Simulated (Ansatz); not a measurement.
CdS (Greenockite) under changes of volume

One of the cells (25.121 Å³/atom); the others are scaled copies at fixed shape and fractional positions:

```
Cd S
1.0
     4.15000    0.00000    0.00000
    -2.07500    3.59401    0.00000
     0.00000    0.00000    6.73700
Cd S
2 2
Direct
  0.66667 0.33333 0.50000
  0.33333 0.66667 0.00000
  0.66667 0.33333 0.87500
  0.33333 0.66667 0.37500
```

| Quantity | Value |
| --- | --- |
| Program | Ansatz 0.2.0 |
| Functional | r2SCAN |
| Potentials or basis | Ansatz PAW |
| Cutoff | 500 eV (not typed: the program's choice for these potentials) |
| k mesh | 7 × 7 × 4 |
| Occupations | fermi-dirac, width 0.05 eV |
| Spin | spin-orbit coupling, no magnetisation |

```tsv
volume (Å³/atom)	energy over the lowest point (meV/atom)	pressure (GPa)	gap on the mesh (eV)	largest force (eV/Å)
23.614	25.95	5.1	1.80	0.083
24.116	12.56	3.5	1.74	0.079
24.618	?	?	?	?
25.121	0.07	0.6	1.64	0.071
25.623	0.00	-0.6	1.59	0.067
26.126	3.50	-1.6	1.54	0.063
26.628	10.21	-2.6	1.50	0.060
```

Q: What does the run at 24.618 Å³/atom give?

A: Energy over the lowest point 4.10 meV/atom; pressure 2.0 GPa; gap on the mesh 1.69 eV; largest force 0.075 eV/Å.

Worked out: A Birch-Murnaghan fit of order 3 (a polynomial in V^(-2/3)) to the other rows has its minimum at 25.38 Å³/atom with B0 = V·E''(V) = 60 GPa and B' = 4.4 at fixed shape and positions, which overstates the stiffness. It gives 4.11 meV/atom at 24.618 Å³/atom, against the run's 4.10, and -dE/dV = 2.0 GPa, against 2.0. A straight line through the other rows of the gap, of slope -2.5 eV per unit of ln V (its deformation potential), gives 1.69 eV, against the run's 1.69.

Energies are extrapolated to zero smearing.

Caveats: odd divisions of the mesh miss points on the zone boundary, where band edges often lie, so the gap on the mesh can be too wide; the PAW data sets come from PBE, with cores solved anew for the run's functional, which leaves a small shift of forces and pressure.
